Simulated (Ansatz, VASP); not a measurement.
**One calculation of HfN, two programs**

```
Hf N
1.0
     3.15941    0.00000    0.00000
    -1.57970    2.73613    0.00000
     0.00000    0.00000    5.45107
Hf N
2 2
Direct
  0.66667 0.33333 0.25000
  0.33333 0.66667 0.75000
  0.00000 0.00000 0.00000
  0.00000 0.00000 0.50000
```

Change from the starting cell: the structure that the rattled cell fell into.

Alike in both runs: functional PBE; k mesh 18 × 18 × 8; occupations gaussian, width 0.1 eV; no spin polarisation.

Ansatz relaxed the structure, and its values are those at the end. VASP's run is a single point on that final structure, the one shown.

```csv
,VASP,Ansatz
version,VASP 6.6.1,Ansatz 0.2.0
potentials or method,"VASP PAW PBE potentials, release 64 (Hf_pv, N)","scalar-relativistic, plane waves, PAW"
plane-wave cutoff (eV),520,420
valence electrons in the cell,30,62
```

```tsv
	VASP	Ansatz	Ansatz less VASP
gap on the k mesh at the Fermi level (eV)	none	none	-
pressure (GPa)	-2.2	0.0	+2.23
```

A gap of «none» marks a metal or a gap that the smearing closes. With one functional, cell and mesh, what is left measures potentials, basis and numerics. The two sets of potentials don't hold the same shells in valence.

The runs have no spin-orbit coupling, so splittings on Hf are missing.
